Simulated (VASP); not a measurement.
# ZnCu (Pm-3m) in VASP: notebook

Runs on ZnCu. Level: PBE. Tasks: single point, relaxation of cell and atoms.

Program: VASP 6.6.1. These are calculated values, not measurements. Logs are shortened: lines on timing, memory, paths and dates and some standing lists are left out, and cuts for length are marked.

## Step 1: The crystal as given

The structure is cubic, space group Pm-3m (No. 221). The conventional cell has a = 2.968 Å, b = 2.968 Å, c = 2.968 Å, α = 90.00°, β = 90.00°, γ = 90.00°. Around Zn (site symmetry m-3m) lie 8 Cu at 2.57 Å. Around Cu (site symmetry m-3m) lie 8 Zn at 2.57 Å.

The cell comes from a database or a generator and needn't be the stable form of this composition.

## Step 2: Single point, PBE

Input file INCAR:

```
SYSTEM = ZnCu
  PREC = Accurate
  ENCUT = 520
  EDIFF = 1E-6
  ISMEAR = 0
  SIGMA = 0.1
  LREAL = .False.
  LASPH = .True.
  NELM = 100
  ALGO = Fast
  ISIF = 2
  LWAVE = .False.
  LCHARG = .True.
  GGA = PE
  LELF = .True.
  LVHAR = .True.
  NBANDS = 18
```

Input file KPOINTS:

```
Automatic mesh
0
Gamma
  6 6 6
  0 0 0
```

Input file POSCAR:

```
ZnCu
1.0
    2.9675556317      0.0000000000      0.0000000000
    0.0000000000      2.9675556317      0.0000000000
    0.0000000000      0.0000000000      2.9675556317
Zn Cu
1 1
Direct
    0.5000000000      0.5000000000      0.5000000000
    0.0000000000      0.0000000000      0.0000000000
```

Potentials or basis: VASP PAW PBE potentials, release 64 (Zn, Cu).

Launch:

```bash
> cat potpaw_PBE.64/Zn/POTCAR potpaw_PBE.64/Cu/POTCAR > POTCAR
> mpirun -np 1 vasp_std > vasp.out
```

OUTCAR:

```text
SYSTEM = ZnCu
   PREC = Accurate
   ENCUT = 520
   EDIFF = 1E-6
   ISMEAR = 0
   LREAL = .False.
   LASPH = .True.
   NELM = 100
   ISIF = 2
   GGA = PE

 ion  position               nearest neighbor table
   1  0.500  0.500  0.500-   2 2.57   2 2.57   2 2.57   2 2.57   2 2.57   2 2.57   2 2.57   2 2.57

   2  0.000  0.000  0.000-   1 2.57   1 2.57   1 2.57   1 2.57   1 2.57   1 2.57   1 2.57   1 2.57

  LATTYP: Found a simple cubic cell.
 ALAT       =     2.9675556317

  Lattice vectors:

 A1 = (   2.9675556317,   0.0000000000,   0.0000000000)
 A2 = (   0.0000000000,   2.9675556317,   0.0000000000)
 A3 = (   0.0000000000,   0.0000000000,   2.9675556317)

Analysis of symmetry for initial positions (statically):
=====================================================================
 Subroutine PRICEL returns:
 Original cell was already a primitive cell.

 Routine SETGRP: Setting up the symmetry group for a
 simple cubic supercell.

 Subroutine GETGRP returns: Found 48 space group operations
 (whereof 48 operations were pure point group operations)
 out of a pool of 48 trial point group operations.

The static configuration has the point symmetry O_h .

Analysis of symmetry for dynamics (positions and initial velocities):
=====================================================================
 Subroutine PRICEL returns:
 Original cell was already a primitive cell.

 Routine SETGRP: Setting up the symmetry group for a
 simple cubic supercell.

 Subroutine GETGRP returns: Found 48 space group operations
 (whereof 48 operations were pure point group operations)
 out of a pool of 48 trial point group operations.

The dynamic configuration has the point symmetry O_h .

 Subroutine INISYM returns: Found 48 space group operations
 (whereof 48 operations are pure point group operations),
 and found     1 'primitive' translations

----------------------------------------------------------------------------------------

                                     Primitive cell

  volume of cell :      26.1334

  direct lattice vectors                    reciprocal lattice vectors
     2.967555632  0.000000000  0.000000000     0.336977676  0.000000000  0.000000000
     0.000000000  2.967555632  0.000000000     0.000000000  0.336977676  0.000000000
     0.000000000  0.000000000  2.967555632     0.000000000  0.000000000  0.336977676

  length of vectors
     2.967555632  2.967555632  2.967555632     0.336977676  0.336977676  0.336977676

[... 75 lines left out ...]
   EDIFF  = 0.1E-05   stopping-criterion for ELM
   LREAL  =      F    real-space projection
   EDIFFG = 0.1E-04   stopping-criterion for IOM
   NSW    =      0    number of steps for IOM
   IBRION =     -1    ionic relax: 0-MD 1-quasi-New 2-CG
   NFREE  =      0    steps in history (QN), initial steepest desc. (CG)
   ISIF   =      2    stress and relaxation
   ISYM   =      2    0-nonsym 1-usesym 2-fastsym
   POTIM  = 0.5000    time-step for ionic-motion
   TEBEG  =    0.0;   TEEND  =   0.0 temperature during run
   PSTRESS=    0.0 pullay stress
   NELECT =      23.0000    total number of electrons
   NUPDOWN=      -1.0000    fix difference up-down
   EMIN   =  10.00;   EMAX   =-10.00  energy-range for DOS
   EFERMI =   0.00;   METHOD = LEGACY
   ISMEAR =     0;   SIGMA  =   0.10  broadening in eV -4-tet -1-fermi 0-gaus
   EFERMI_NEDOS =   21; number of points for ismear=-14 and -15
   IALGO  =     68    algorithm
   IMIX   =      4    mixing-type and parameters
     AMIX     =   0.40;   BMIX     =  1.00
     AMIX_MAG =   1.60;   BMIX_MAG =  1.00
  volume/ion in A,a.u.               =      13.07        88.18
  Fermi-wavevector in a.u.,A,eV,Ry     =   1.568864  2.964723 33.488477  2.461334
  Thomas-Fermi vector in A             =   2.670832
   LORBIT       =      0    0 simple, 1 ext, 2 COOP (PROOUT), +10 PAW based schemes
   GGA     = PE    functional components
   LHFCALC =     F    Hartree Fock is set to
   AEXX    =    0.0000 exact exchange contribution
   IVDW    =     0    specifies the selected vdW correction
   LEPSILON=     F    determine dielectric tensor
   LRPA    =     F    only Hartree local field effects (RPA)
 non-spin polarized calculation
 RMM-DIIS sequential band-by-band and
 Gauss-broadening in eV      SIGMA  =   0.10
  energy-cutoff  :      520.00
  volume of cell :       26.13
 maximum number of plane-waves:       739
 NGX is ok and might be reduce to    24
   NGX = 11   NGY = 11   NGZ = 11

 number of electron      23.0000024 magnetization

 Free energy of the ion-electron system (eV)
  ---------------------------------------------------
  ext. energy  EPLUGINS =         0.00000000
  ---------------------------------------------------
  free energy    TOTEN  =        -4.93469011 eV

  energy without entropy =       -4.92867390  energy(sigma->0) =       -4.93168200

 E-fermi :   5.2976     XC(G=0): -12.2742

 val. band max:        5.2154252800   @ k =   0.5000   0.3333   0.3333
 cond. band min:       5.3346278926   @ k =   0.3333   0.3333   0.0000
 fundamental gap:      0.1192026126
 Fermi energy:         5.2975664751

 k-point     1 :       0.0000    0.0000    0.0000
  band No.  band energies     occupation
      1      -4.8361      2.00000
      2      -2.4368      2.00000
      3      -2.4368      2.00000
      4      -1.7763      2.00000
      5      -1.7763      2.00000
      6      -1.7763      2.00000
[... 397 lines left out ...]
      5      -1.4926      2.00000
      6       1.1190      2.00000
[... 10 lines left out ...]
     17       9.7640      0.00000
     18      11.3059      0.00000

------------------------ aborting loop because EDIFF is reached ----------------------------------------

  FORCE on cell =-STRESS in cart. coord.  units (eV):
  Direction    XX          YY          ZZ          XY          YZ          ZX
  --------------------------------------------------------------------------------------
  -------------------------------------------------------------------------------------
  Total        0.1512360      0.1512360      0.1512360      0.0000000     -0.0000000      0.0000000
  in kB        9.2719085      9.2719085      9.2719085      0.0000000     -0.0000000      0.0000000
  external PRESSURE =       9.2719085 kB  Pullay stress =       0.0000000 kB

 VOLUME and BASIS-vectors are now :
 -----------------------------------------------------------------------------
  energy-cutoff  :      520.00
  volume of cell :       26.13
      direct lattice vectors                 reciprocal lattice vectors
     2.967555632  0.000000000  0.000000000     0.336977676  0.000000000  0.000000000
     0.000000000  2.967555632  0.000000000     0.000000000  0.336977676  0.000000000
     0.000000000  0.000000000  2.967555632     0.000000000  0.000000000  0.336977676

 POSITION                                       TOTAL-FORCE (eV/Angst)
 -----------------------------------------------------------------------------------
      1.48378      1.48378      1.48378         0.000000      0.000000      0.000000
      0.00000      0.00000      0.00000         0.000000      0.000000      0.000000
 -----------------------------------------------------------------------------------
    total drift:                                0.000000      0.000000     -0.000000

  FREE ENERGIE OF THE ION-ELECTRON SYSTEM (eV)
  ---------------------------------------------------
  free  energy   TOTEN  =        -4.9346901056 eV

  energy  without entropy=       -4.9286739002  energy(sigma->0) =       -4.93168200
```

stdout:

```text
POSCAR found type information on POSCAR ZnCu
 POSCAR found :  2 types and       2 ions
 scaLAPACK will be used
 LDA part: xc-table for (Slater+PW92), standard interpolation
 POSCAR, INCAR and KPOINTS ok, starting setup
 FFT: planning ... GRIDC
 FFT: planning ... GRID_SOFT
 FFT: planning ... GRID
 WAVECAR not read
 entering main loop
```

Wall time 11 s (1 thread of Intel Xeon Platinum 8488C (Sapphire Rapids), shared host); peak memory 0.13 GiB.

Results:

| Property | Result |
| --- | --- |
| Free energy | -4.9347 eV |
| Pressure | 0.9 GPa |
| Band gap on the k mesh | none (metal or under the smearing width) |

## Step 3: Relaxation of cell and atoms, PBE

This run uses another cell than the first one, of 12.46 Å³/atom, 0.953 times its volume.

Input file INCAR:

```
ALGO = Fast ; EDIFF = 1E-6
EDIFFG = -0.04 ; ENCUT = 600
GGA = PE ; IBRION = 2
ISIF = 3 ; ISMEAR = 0
LASPH = T ; LCHARG = F
LREAL = F ; LWAVE = F
NELM = 100 ; NSW = 90
PREC = Accurate ; SIGMA = 0.1
```

Input file KPOINTS:

```
k-points
0
Gamma
  6 6 6
```

Input file POSCAR:

```
ZnCu
1.0
    2.9205539200      0.0000000000      0.0000000000
    0.0000000000      2.9205539200      0.0000000000
    0.0000000000      0.0000000000      2.9205539200
Zn Cu
1 1
Direct
    0.5000000000      0.5000000000      0.5000000000
    0.0000000000      0.0000000000      0.0000000000
```

Potentials or basis: VASP PAW PBE potentials, release 64 (Zn, Cu).

Launch:

```bash
> cat potpaw_PBE.64/Zn/POTCAR potpaw_PBE.64/Cu/POTCAR > POTCAR
> mpirun -np 1 vasp_std > vasp.out
```

Run time: 17 s. Hardware: 1 thread of Intel Xeon Platinum 8488C (Sapphire Rapids), shared host; peak memory 0.13 GiB.

The run converged. Its results:

```yaml
Free_energy: -4.9299 eV
Relaxed_volume: 13.47 Å³/atom
Relaxed_cell: a = 2.997 Å, b = 2.997 Å, c = 2.997 Å, α = 90.00°, β = 90.00°, γ = 90.00°
Space_group_after_relaxing_to_0.05_Å: Pm-3m (No. 221)
Energy_gained_by_relaxing: 11.8 meV/atom
Ionic_steps: 2
Pressure_after_relaxing: -0.1 GPa
Band_gap_on_the_k_mesh: none (metal or under the smearing width)
```

The path:
```csv
step,energy change (eV),largest force (eV/Å),pressure (GPa),volume (Å³)
1,0.0000,0.0000,7.02,24.91
2,-0.0235,0.0000,-0.10,26.93
```

Final structure:
```
CELL_PARAMETERS angstrom
2.99745 0.00000 0.00000
0.00000 2.99745 0.00000
0.00000 0.00000 2.99745
ATOMIC_POSITIONS crystal
Zn 0.50000 0.50000 0.50000
Cu 0.00000 0.00000 0.00000
```

Levels at points of the mesh, in eV from the Fermi level:
```
           k point  band 8  band 9  band 10  band 11  band 12  band 13  band 14  band 15
(0.00, 0.00, 0.00)   -3.42   -2.64    -2.64    -2.64     6.07     6.07     6.07    10.96
(0.50, 0.00, 0.00)   -3.51   -3.13    -3.13    -2.70    -1.96    11.29    11.29    11.94
(0.50, 0.50, 0.00)   -2.78   -2.78    -2.41    -1.70    -1.70     1.55     1.93    13.41
(0.50, 0.50, 0.50)   -4.05   -2.40    -2.40     3.51     4.25     4.25     4.25     4.38
```
